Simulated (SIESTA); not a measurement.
**Te2Mo under changes of volume**

One of the cells (24.965 Å³/atom); the others are scaled copies at fixed shape and fractional positions:

```
Te Mo
1.0
     3.51820    0.00000    0.00000
    -1.75910    3.04685    0.00000
     0.00000    0.00000   13.97360
Te Mo
4 2
Cartesian
  1.7591 1.0156 5.2960
  0.0000 2.0312 12.2828
  1.7591 1.0156 1.6908
  0.0000 2.0312 8.6776
  1.7591 1.0156 10.4802
  0.0000 2.0312 3.4934
```

| Quantity | Value |
| --- | --- |
| Program | SIESTA 5.4.2 |
| Functional | LDA |
| Potentials or basis | PseudoDojo 0.4 standard (LDA files) |
| Basis | DZP (energy shift 0.003 Ry; two zetas on semicore shells) |
| Grid cutoff | 800 Ry |
| Energy shift | 0.003 Ry |
| k mesh | 7 × 7 × 2 |
| Occupations | fermi-dirac, width 0.05 eV |
| Spin | no spin polarisation |

| volume (Å³/atom) | energy over the lowest point (meV/atom) | pressure (GPa) | gap on the mesh (eV) | largest force (eV/Å) |
| --- | --- | --- | --- | --- |
| 23.467 | ? | ? | ? | ? |
| 23.966 | 13.45 | 4.7 | 0.81 | 0.814 |
| 24.466 | 2.98 | 2.1 | 0.82 | 0.484 |
| 24.965 | 0.00 | -0.2 | 0.83 | 0.179 |
| 25.464 | 3.74 | -2.2 | 0.83 | 0.100 |
| 25.963 | 13.51 | -4.0 | 0.84 | 0.360 |
| 26.463 | 28.69 | -5.7 | 0.84 | 0.600 |

**Question.** What does the run at 23.467 Å³/atom give?

**Answer.** Energy over the lowest point 32.35 meV/atom; pressure 7.5 GPa; gap on the mesh 0.80 eV; largest force 1.174 eV/Å.

Worked out: A Birch-Murnaghan fit of order 3 (a polynomial in V^(-2/3)) to the other rows has its minimum at 24.93 Å³/atom with B0 = V·E''(V) = 108 GPa and B' = 4.4 at fixed shape and positions, which overstates the stiffness. It gives 32.27 meV/atom at 23.467 Å³/atom, against the run's 32.35, and -dE/dV = 7.5 GPa, against 7.5. A straight line through the other rows of the gap, of slope 0.304 eV per unit of ln V, extrapolates to 0.81 eV, against the run's 0.80.

Energies are extrapolated to zero smearing.

Caveats: spin-orbit coupling is left out, which moves the levels of the heavy elements; an odd mesh through Γ misses points on the zone boundary, where band edges often lie; the basis of atomic orbitals isn't converged, which shifts pressures, moduli and gaps; forces of over 1 eV/Å show positions far from the minimum, so gaps and moduli don't describe the material at rest (some runs).
